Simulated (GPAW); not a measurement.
HfN: single point with LDA+U

HfN:

```
CELL_PARAMETERS angstrom
0.00000 2.25600 2.25600
2.25600 0.00000 2.25600
2.25600 2.25600 0.00000
ATOMIC_POSITIONS crystal
Hf 0.00000 0.00000 0.00000
N 0.50000 0.50000 0.50000
```

| Item | Value |
| --- | --- |
| Program | GPAW 26.7.0 |
| Task | single point |
| Functional | LDA |
| Potentials or basis | the program's PAW data sets (release 1.2.1) made for this functional |
| Cutoff | 650 eV |
| Basis | pw |
| k mesh | 8 × 8 × 8 |
| Occupations | fermi-dirac, width 0.05 eV |
| Spin | no spin polarisation |
| Hubbard terms | Hf d U = 3 eV |

| Quantity | Value |
| --- | --- |
| Pressure | -0.4 GPa |
| Band gap on the k mesh | none (metal or under the smearing width) |

Levels at points of the mesh, in eV from the Fermi level:
```tsv
k point	band 6	band 7	band 8	band 9	band 10	band 11	band 12	band 13
(0.00, 0.00, 0.00)	-3.31	-3.31	-3.31	-0.22	-0.22	-0.22	1.47	2.15
(0.50, 0.50, 0.00)	-5.84	-4.02	-4.02	-3.82	4.36	5.57	5.91	5.91
(0.50, 0.50, 0.50)	-9.25	-6.32	-6.32	3.34	3.95	3.97	3.97	9.01
```

Wall time 5.9 s on 1 thread of Intel(R) Xeon(R) 6975P-C (Granite Rapids), with other jobs on the host, peak memory 0.14 GiB.

Caveat: the cutoff is short for stress and forces, so pressures can be off by a GPa or more; U without spin polarisation on a metal has little footing. Spin-orbit coupling is left out, which matters for the levels of Hf.
